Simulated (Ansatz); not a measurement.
# Rb: the cost of one run

Method: DFT PBE, scalar-relativistic, plane waves, PAW, in Ansatz 0.2.0.

1 further run of the same task is left out (set aside as unsound or not needed).

**1. The starting structure**

It takes space group Pnma (No. 62, orthorhombic). The conventional cell has a = 5.740 Å, b = 4.640 Å, c = 12.380 Å, α = 90.00°, β = 90.00°, γ = 90.00°. Around Rb (site symmetry m) lie 2 Rb at 3.56 Å.

Coordinates:

```
CELL_PARAMETERS angstrom
5.74000 0.00000 0.00000
0.00000 4.64000 0.00000
0.00000 0.00000 12.38000
ATOMIC_POSITIONS crystal
Rb 0.04700 0.25000 0.89300
Rb 0.45300 0.75000 0.39300
Rb 0.54700 0.25000 0.60700
Rb 0.95300 0.75000 0.10700
```

The structure comes from the Crystallography Open Database.

**2. A change within the space group**

What differs from the listed cell: strain xx, yy, zz, yz, xz, xy = +0.3, +4.4, -6.6, +0.0, +0.0, +0.0 %; atoms moved by 0.25 Å root mean square, at most 0.25 Å.

input.yaml

```yaml
crystal:
  lattice:
    - [5.7579662, 0.0, 0.0]
    - [0.0, 4.8437888, 0.0]
    - [0.0, 0.0, 11.5571014]
  atoms:
    - { symbol: Rb, position: [0.0860462925, 0.25, 0.9019466461] }
    - { symbol: Rb, position: [0.4139537075, 0.75, 0.4019466461] }
    - { symbol: Rb, position: [0.5860462925, 0.25, 0.5980533539] }
    - { symbol: Rb, position: [0.9139537075, 0.75, 0.0980533539] }
basis:
  ecutwfc: 420
kpoints:
  mp_grid: { grid: [8, 10, 4] }
hamiltonian:
  xc: pbe
scf:
  occupations: { method: gaussian, width: 0.1 }
output:
  forces: true
  stress: true
  eigenvalues: true
```

Launch:

```
ansatz run input.yaml --threads 1 --pin off --max-ram 1331MiB --backend cpu --events-out ev --progress --plain --runs-dir out
```

Q: Estimate wall time and peak memory on 1 thread of an x86-64 CPU, shared host.

About 28 s, with a peak of 0.8 GiB.
